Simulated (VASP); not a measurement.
Crystal: PbS.

```xyz
2
Lattice="2.1127 1.2197 3.4519 -2.1127 1.2197 3.4519 0.0000 -2.4395 3.4519" Properties=species:S:1:pos:R:3 pbc="T T T"
Pb    0.0000    0.0000   10.1545
S     0.0000    0.0000    4.9193
```

The cell is a database's computed one.

Program: VASP 6.6.1. Alike in all runs: no spin polarisation; cell as given; cutoff (eV) 520.

**Question.** Order these runs on this cell by their band gap on the k mesh, lowest first.
A. level PBE; potentials or basis VASP PAW PBE potentials, release 64 (Pb_d, S); k mesh 8 × 8 × 8; smearing gaussian 0.02 eV; mesh quality not flagged
B. level HSEsol; potentials or basis VASP PAW PBE potentials, release 64 (Pb_d, S); k mesh 4 × 4 × 4; smearing methfessel-paxton 0.1 eV; grid for exact exchange (PRECFOCK) Fast; other keys LASPH = no; ISMEAR = 1; SIGMA = 0.1; mesh quality coarse
C. level LDA; potentials or basis VASP PAW LDA potentials, release 64 (Pb_d, S); k mesh 8 × 8 × 8; smearing gaussian 0.02 eV; mesh quality not flagged

**Answer.** C (0.31 eV), A (0.46 eV), B (0.82 eV).

Caveats: some runs use coarse meshes; spin-orbit coupling is left out, which as a rule narrows the gap of such compounds by several tenths of an eV; the gap is small at this level, which inflates the dielectric constant (some runs).

A k mesh can miss the band edges.
